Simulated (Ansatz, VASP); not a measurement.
## One calculation of SiC, two programs

POSCAR

```
SiC
1.0
    0.0000000000      1.9894255490      1.9894255490
    1.9894255490      0.0000000000      1.9894255490
    1.9894255490      1.9894255490      0.0000000000
Si C
1 1
Direct
    0.0000000000      0.0000000000      0.0000000000
    0.2500000000      0.2500000000      0.2500000000
```

INCAR.step1

```
SYSTEM = SiC
PREC = Accurate ; ENCUT = 520
EDIFF = 1E-5 ; ISMEAR = 0
SIGMA = 0.01 ; LREAL = .FALSE.
LASPH = .TRUE. ; NELM = 60
ALGO = Normal ; ISIF = 2
LWAVE = .TRUE. ; NBANDS = 11
GGA = PE
```

INCAR.step2

```
SYSTEM = SiC
PREC = Accurate ; ENCUT = 520
EDIFF = 1E-7 ; ISMEAR = 0
SIGMA = 0.01 ; LREAL = .FALSE.
LASPH = .TRUE. ; NELM = 60
ALGO = Normal ; ISIF = 2
LWAVE = .FALSE. ; LCHARG = .TRUE.
GGA = PE ; LHFCALC = .TRUE.
HFSCREEN = 0.2079 ; PRECFOCK = Normal
LELF = .TRUE. ; LVHAR = .TRUE.
NBANDS = 11 ; ISTART = 1
```

Contents of KPOINTS:

```
Automatic mesh
0
G
  6 6 6
  0 0 0
```

Input for Ansatz:

```yaml
crystal:
  lattice:
    - [0.0, 1.989425549, 1.989425549]
    - [1.989425549, 0.0, 1.989425549]
    - [1.989425549, 1.989425549, 0.0]
  atoms:
    - { symbol: Si, position: [0.0, 0.0, 0.0] }
    - { symbol: C, position: [0.25, 0.25, 0.25] }
scf:
  occupations: { method: fixed }
output:
  forces: true
  stress: true
  eigenvalues: true
hamiltonian:
  xc: hse06
basis:
  ecutwfc: 560
kpoints:
  mp_grid: { grid: [6, 6, 6] }
```

Alike in both runs: task single point; functional HSE06; k mesh 6 × 6 × 6; no spin polarisation.

|  | VASP | Ansatz |
| --- | --- | --- |
| version | VASP 6.6.1 | Ansatz 0.2.0 |
| potentials or method | VASP PAW PBE potentials, release 64 (Si, C) | scalar-relativistic, plane waves, PAW |
| plane-wave cutoff (eV) | 520 | 560 |
| occupations | gaussian, width 0.01 eV | fixed |
| valence electrons in the cell | 8 | 8 |

|  | VASP | Ansatz | Ansatz less VASP |
| --- | --- | --- | --- |
| gap on the k mesh at the Fermi level (eV) | 2.02 | 2.01 | -0.003 |
| least direct gap on the mesh (eV) | 6.05 | 6.05 | -0.004 |

Ansatz warned: «stress_exchange_threshold_loose».

Caveats: the k mesh is coarse (spacing up to 0.46 Å⁻¹), so the values aren't converged, least of all with exact exchange. A k mesh can miss the band edges.
